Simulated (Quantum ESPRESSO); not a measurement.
# AlCo (Pm-3m) in Quantum ESPRESSO: notebook, part 2 of 2

Quantum ESPRESSO 7.5.

## Step 3: Single point, LDA, collinear spin, ferromagnetic start, 10.53 Å³/atom

pw.in

```
&CONTROL
  calculation = 'scf'
  prefix = 'pwscf'
  outdir = './tmp'
  pseudo_dir = './pseudo'
  tprnfor = .true.
  tstress = .true.
  disk_io = 'nowf'
/
&SYSTEM
  ibrav = 0
  nat = 2
  ntyp = 2
  ecutwfc = 56
  ecutrho = 448
  nbnd = 19
  occupations = 'smearing'
  smearing = 'fd'
  degauss = 0.00367493
  nspin = 2
  starting_magnetization(1) = 0.1176
  starting_magnetization(2) = 0
/
&ELECTRONS
  conv_thr = 4d-10
  electron_maxstep = 120
  mixing_beta = 0.3
/
ATOMIC_SPECIES
Co    58.9332 co_lda_v1.2.uspp.F.UPF
Al    26.9815 al_lda_v1.uspp.F.UPF
CELL_PARAMETERS angstrom
   2.7618482194    0.0000000000    0.0000000000
   0.0000000000    2.7618482194    0.0000000000
   0.0000000000    0.0000000000    2.7618482194
ATOMIC_POSITIONS crystal
Co     0.5000000000    0.5000000000    0.5000000000
Al     0.0000000000    0.0000000000    0.0000000000
K_POINTS automatic
9 9 9 0 0 0
```

Potentials or basis: GBRV 1.5 LDA.

The run is started by

```sh
$ OMP_NUM_THREADS=1 mpirun -n 2 pw.x -nk 2 -in pw.in > pw.out
```

pw.out:

```text
This program is part of the open-source Quantum ESPRESSO suite
     for quantum simulation of materials; please cite
[... 6 lines left out ...]
     using ibrav=0 with symmetry is DISCOURAGED, use correct ibrav instead

     K-points division:     npool     =       2
     Subspace diagonalization in iterative solution of the eigenvalue problem:
     a serial algorithm will be used

     G-vector sticks info
     --------------------
     sticks:   dense  smooth     PW     G-vecs:    dense   smooth      PW
     Sum         973     489    145                22887     8121    1365

     Using Slab Decomposition

     bravais-lattice index     =            0
     lattice parameter (alat)  =       5.2191  a.u.
     unit-cell volume          =     142.1661 (a.u.)^3
     number of atoms/cell      =            2
     number of atomic types    =            2
     number of electrons       =        20.00
     number of Kohn-Sham states=           19
     kinetic-energy cutoff     =      56.0000  Ry
     charge density cutoff     =     448.0000  Ry
     scf convergence threshold =      4.0E-10
     mixing beta               =       0.3000
     number of iterations used =            8  plain     mixing
     Exchange-correlation= SLA  PZ   NOGX NOGC
                           (   1   1   0   0   0   0   0)

     celldm(1)=   5.219137  celldm(2)=   0.000000  celldm(3)=   0.000000
     celldm(4)=   0.000000  celldm(5)=   0.000000  celldm(6)=   0.000000

     crystal axes: (cart. coord. in units of alat)
               a(1) = (   1.000000   0.000000   0.000000 )
               a(2) = (   0.000000   1.000000   0.000000 )
               a(3) = (   0.000000   0.000000   1.000000 )

     reciprocal axes: (cart. coord. in units 2 pi/alat)
               b(1) = (  1.000000  0.000000  0.000000 )
               b(2) = (  0.000000  1.000000  0.000000 )
               b(3) = (  0.000000  0.000000  1.000000 )

     PseudoPot. # 1 for Co read from file:
     co_lda_v1.2.uspp.F.UPF
     Pseudo is Ultrasoft + core correction, Zval = 17.0
     Generated by new atomic code, or converted to UPF format
     Using radial grid of  863 points,  6 beta functions with:
                l(1) =   0
                l(2) =   0
                l(3) =   1
                l(4) =   1
[... 39 lines left out ...]
        k(    5) = (   0.0000000   0.0000000   0.4444444), wk =   0.0082305
        k(    6) = (   0.0000000   0.1111111   0.1111111), wk =   0.0164609
[... 27 lines left out ...]
        k(   34) = (   0.3333333   0.4444444   0.4444444), wk =   0.0329218
        k(   35) = (   0.4444444   0.4444444   0.4444444), wk =   0.0109739

     Dense  grid:    22887 G-vectors     FFT dimensions: (  36,  36,  36)

     Smooth grid:     8121 G-vectors     FFT dimensions: (  25,  25,  25)

     Check: negative core charge=   -0.000014
     Generating pointlists ...
     new r_m :   0.3572 (alat units)  1.8645 (a.u.) for type    1
     new r_m :   0.3572 (alat units)  1.8645 (a.u.) for type    2

     Initial potential from superposition of free atoms

     starting charge      18.9978, renormalised to      20.0000
     Starting wfcs are   17 randomized atomic wfcs +    2 random wfcs

     Self-consistent Calculation

     iteration #  1     ecut=    56.00 Ry     beta= 0.30
     Davidson diagonalization with overlap
     ethr =  1.00E-02,  avg # of iterations =  5.7

     total energy              =    -300.09428572 Ry
     estimated scf accuracy    <      15.18830493 Ry
[... 24 lines left out ...]
     iteration #  4     ecut=    56.00 Ry     beta= 0.30
     Davidson diagonalization with overlap
     ethr =  1.38E-03,  avg # of iterations =  1.2

     negative rho (up, down):  1.216E-06 0.000E+00

     total energy              =    -305.07497242 Ry
     estimated scf accuracy    <       0.03711964 Ry

     total magnetization       =     0.30 Bohr mag/cell
     absolute magnetization    =     0.56 Bohr mag/cell
[... 111 lines left out ...]
     iteration # 16     ecut=    56.00 Ry     beta= 0.30
     Davidson diagonalization with overlap
     ethr =  7.82E-12,  avg # of iterations =  1.6

     Magnetic moment per site  (integrated on atomic sphere of radius R)
     atom   1 (R=0.357)  charge= 15.6264  magn= -0.0000
     atom   2 (R=0.357)  charge=  1.2336  magn=  0.0000

     End of self-consistent calculation

 ------ SPIN UP ------------

          k = 0.0000 0.0000 0.0000 (  1021 PWs)   bands (ev):

   -78.4040 -42.1155 -42.1155 -42.1155   3.9367  12.2632  12.2632  14.7472
    14.7472  14.7472  22.0416  22.0416  22.0416  24.9383  24.9383  32.1197
    38.2508  38.2508  38.2508
[... 201 lines left out ...]
   -78.3894 -42.1649 -42.1648 -42.1648  11.0943  11.3526  11.3526  15.2319
    15.2319  16.9778  18.2328  18.2328  20.4686  21.9217  21.9217  22.7452
    26.5219  44.0045  44.0045

 ------ SPIN DOWN ----------

          k = 0.0000 0.0000 0.0000 (  1021 PWs)   bands (ev):

   -78.4041 -42.1155 -42.1155 -42.1155   3.9367  12.2632  12.2632  14.7472
    14.7472  14.7472  22.0416  22.0416  22.0416  24.9383  24.9383  32.1197
    38.2508  38.2508  38.2508
[... 201 lines left out ...]
   -78.3894 -42.1650 -42.1648 -42.1648  11.0942  11.3526  11.3526  15.2318
    15.2318  16.9778  18.2328  18.2328  20.4686  21.9217  21.9217  22.7451
    26.5219  44.0045  44.0045

     the Fermi energy is    15.6902 ev

!    total energy              =    -305.08311560 Ry
     estimated scf accuracy    <          5.5E-11 Ry
     smearing contrib. (-TS)   =      -0.00026660 Ry
     internal energy E=F+TS    =    -305.08284900 Ry

     The total energy is F=E-TS. E is the sum of the following terms:
     one-electron contribution =    -204.70521379 Ry
     hartree contribution      =     114.09840553 Ry
     xc contribution           =     -36.80065775 Ry
     ewald contribution        =    -177.67538299 Ry

     total magnetization       =    -0.00 Bohr mag/cell
     absolute magnetization    =     0.00 Bohr mag/cell

     convergence has been achieved in  16 iterations

     Forces acting on atoms (cartesian axes, Ry/au):

     atom    1 type  1   force =     0.00000000    0.00000000    0.00000000
     atom    2 type  2   force =     0.00000000    0.00000000    0.00000000

     Total force =     0.000000     Total SCF correction =     0.000000

     Computing stress (Cartesian axis) and pressure

          total   stress  (Ry/bohr**3)                   (kbar)     P=       77.35
   0.00052583   0.00000000   0.00000000           77.35        0.00        0.00
   0.00000000   0.00052583   0.00000000            0.00       77.35        0.00
   0.00000000   0.00000000   0.00052583            0.00        0.00       77.35

=------------------------------------------------------------------------------=
   JOB DONE.
=------------------------------------------------------------------------------=
```

Wall time 13 s (2 MPI ranks of Arm Neoverse V2, shared host); peak memory 0.2 GiB.

What came out:

| Item | Value |
| --- | --- |
| Free energy | -4150.8672 eV |
| Pressure | 7.7 GPa |
| Band gap on the k mesh | none (metal or under the smearing width) |
| Net moment | 0.00 μB per cell |
| Absolute moment | 0.00 μB per cell |
| Valence electrons inside the program's atomic spheres | Co 15.63; Al 1.23 |

Caveat: the starting moments collapsed, and a magnetic state may lie lower.

## Step 4: Single point, LDA, collinear spin, ferromagnetic start, 10.76 Å³/atom

Edit pw.in of step 3 so:

```diff
@@ -32,5 +32,5 @@
 CELL_PARAMETERS angstrom
-   2.7618482194    0.0000000000    0.0000000000
-   0.0000000000    2.7618482194    0.0000000000
-   0.0000000000    0.0000000000    2.7618482194
+   2.7812984956    0.0000000000    0.0000000000
+   0.0000000000    2.7812984956    0.0000000000
+   0.0000000000    0.0000000000    2.7812984956
 ATOMIC_POSITIONS crystal
```

The run is started by

```sh
$ OMP_NUM_THREADS=1 mpirun -n 2 pw.x -nk 2 -in pw.in > pw.out
```

It took 14 s on 2 MPI ranks of Arm Neoverse V2, shared host; peak memory 0.2 GiB.

It converged, with:

```yaml
Free_energy: -4150.8821 eV
Pressure: 2.8 GPa
Band_gap_on_the_k_mesh: none (metal or under the smearing width)
Net_moment: 0.00 μB per cell
Absolute_moment: 0.00 μB per cell
Valence_electrons_inside_the_program's_atomic_spheres: Co 15.65; Al 1.24
```

Caveat: the starting moments collapsed, and a magnetic state may lie lower.

## Step 5: Single point, LDA, collinear spin, ferromagnetic start, 10.98 Å³/atom

Edit pw.in of step 4 so:

```diff
@@ -32,5 +32,5 @@
 CELL_PARAMETERS angstrom
-   2.7812984956    0.0000000000    0.0000000000
-   0.0000000000    2.7812984956    0.0000000000
-   0.0000000000    0.0000000000    2.7812984956
+   2.8004804707    0.0000000000    0.0000000000
+   0.0000000000    2.8004804707    0.0000000000
+   0.0000000000    0.0000000000    2.8004804707
 ATOMIC_POSITIONS crystal
```

The run is started by

```sh
$ OMP_NUM_THREADS=1 mpirun -n 2 pw.x -nk 2 -in pw.in > pw.out
```

Run time: 14 s. Hardware: 2 MPI ranks of Arm Neoverse V2, shared host; peak memory 0.2 GiB.

The run converged. Its results:

```yaml
Free_energy: -4150.8842 eV
Pressure: -1.5 GPa
Band_gap_on_the_k_mesh: none (metal or under the smearing width)
Net_moment: 0.00 μB per cell
Absolute_moment: 0.00 μB per cell
Valence_electrons_inside_the_program's_atomic_spheres: Co 15.66; Al 1.24
```

Caveat: the starting moments collapsed, and a magnetic state may lie lower.

## Step 6: Single point, LDA, collinear spin, ferromagnetic start, 11.21 Å³/atom

Edit pw.in of step 5 so:

```diff
@@ -32,5 +32,5 @@
 CELL_PARAMETERS angstrom
-   2.8004804707    0.0000000000    0.0000000000
-   0.0000000000    2.8004804707    0.0000000000
-   0.0000000000    0.0000000000    2.8004804707
+   2.8194032100    0.0000000000    0.0000000000
+   0.0000000000    2.8194032100    0.0000000000
+   0.0000000000    0.0000000000    2.8194032100
 ATOMIC_POSITIONS crystal
```

Potentials or basis: GBRV 1.5 LDA.

The run is started by

```sh
$ OMP_NUM_THREADS=1 mpirun -n 2 pw.x -nk 2 -in pw.in > pw.out
```

Wall time 13 s (2 MPI ranks of Arm Neoverse V2, shared host); peak memory 0.2 GiB.

Results (log left out):

```
Free energy                                           : -4150.8747 eV
Pressure                                              : -5.4 GPa
Band gap on the k mesh                                : none (metal or under the smearing width)
Net moment                                            : 0.00 μB per cell
Absolute moment                                       : 0.00 μB per cell
Valence electrons inside the program's atomic spheres : Co 15.68; Al 1.25
```

Caveat: the starting moments collapsed, and a magnetic state may lie lower.

## Step 7: Single point, LDA, collinear spin, ferromagnetic start, 11.43 Å³/atom

Edit pw.in of step 6 so:

```diff
@@ -32,5 +32,5 @@
 CELL_PARAMETERS angstrom
-   2.8194032100    0.0000000000    0.0000000000
-   0.0000000000    2.8194032100    0.0000000000
-   0.0000000000    0.0000000000    2.8194032100
+   2.8380752986    0.0000000000    0.0000000000
+   0.0000000000    2.8380752986    0.0000000000
+   0.0000000000    0.0000000000    2.8380752986
 ATOMIC_POSITIONS crystal
```

The run is started by

```sh
$ OMP_NUM_THREADS=1 mpirun -n 2 pw.x -nk 2 -in pw.in > pw.out
```

It took 13 s on 2 MPI ranks of Arm Neoverse V2, shared host; peak memory 0.22 GiB.

Results (log left out):

- Free energy: -4150.8547 eV
- Pressure: -8.9 GPa
- Band gap on the k mesh: none (metal or under the smearing width)
- Net moment: 0.00 μB per cell
- Absolute moment: 0.00 μB per cell
- Valence electrons inside the program's atomic spheres: Co 15.70; Al 1.26

Caveat: the starting moments collapsed, and a magnetic state may lie lower.

## Step 8: Single point, LDA, collinear spin, ferromagnetic start, 11.65 Å³/atom

Edit pw.in of step 7 so:

```diff
@@ -32,5 +32,5 @@
 CELL_PARAMETERS angstrom
-   2.8380752986    0.0000000000    0.0000000000
-   0.0000000000    2.8380752986    0.0000000000
-   0.0000000000    0.0000000000    2.8380752986
+   2.8565048754    0.0000000000    0.0000000000
+   0.0000000000    2.8565048754    0.0000000000
+   0.0000000000    0.0000000000    2.8565048754
 ATOMIC_POSITIONS crystal
```

The run is started by

```sh
$ OMP_NUM_THREADS=1 mpirun -n 2 pw.x -nk 2 -in pw.in > pw.out
```

Run time: 13 s. Hardware: 2 MPI ranks of Arm Neoverse V2, shared host; peak memory 0.24 GiB.

The run converged. Its results:

```yaml
Free_energy: -4150.8254 eV
Pressure: -12.1 GPa
Band_gap_on_the_k_mesh: none (metal or under the smearing width)
Net_moment: 0.00 μB per cell
Absolute_moment: 0.00 μB per cell
Valence_electrons_inside_the_program's_atomic_spheres: Co 15.72; Al 1.26
```

Caveat: the starting moments collapsed, and a magnetic state may lie lower.

## Step 9: Single point, LDA, collinear spin, ferromagnetic start, 11.88 Å³/atom

Edit pw.in of step 8 so:

```diff
@@ -32,5 +32,5 @@
 CELL_PARAMETERS angstrom
-   2.8565048754    0.0000000000    0.0000000000
-   0.0000000000    2.8565048754    0.0000000000
-   0.0000000000    0.0000000000    2.8565048754
+   2.8746996645    0.0000000000    0.0000000000
+   0.0000000000    2.8746996645    0.0000000000
+   0.0000000000    0.0000000000    2.8746996645
 ATOMIC_POSITIONS crystal
```

Potentials or basis: GBRV 1.5 LDA.

The run is started by

```sh
$ OMP_NUM_THREADS=1 mpirun -n 2 pw.x -nk 2 -in pw.in > pw.out
```

Run time: 15 s. Hardware: 2 MPI ranks of Arm Neoverse V2, shared host; peak memory 0.24 GiB.

The run converged. Its results:

- Free energy: -4150.7879 eV
- Pressure: -14.9 GPa
- Band gap on the k mesh: none (metal or under the smearing width)
- Net moment: 0.00 μB per cell
- Absolute moment: 0.00 μB per cell
- Valence electrons inside the program's atomic spheres: Co 15.73; Al 1.27

Caveat: the starting moments collapsed, and a magnetic state may lie lower.

## Step 10: Equation of state, LDA, collinear spin, ferromagnetic start

No new run: the results of the series are fitted here.

Results:

```
Equilibrium volume                      : 10.91 Å³/atom
Bulk modulus                            : 209 GPa
Pressure derivative of the bulk modulus : 4.3
```

Energy against volume, from the lowest point:
| volume (Å³/atom) | energy (meV/atom) |
| --- | --- |
| 10.533 | 8.47 |
| 10.758 | 1.03 |
| 10.982 | 0.00 |
| 11.206 | 4.76 |
| 11.430 | 14.75 |
| 11.654 | 29.37 |
| 11.878 | 48.16 |
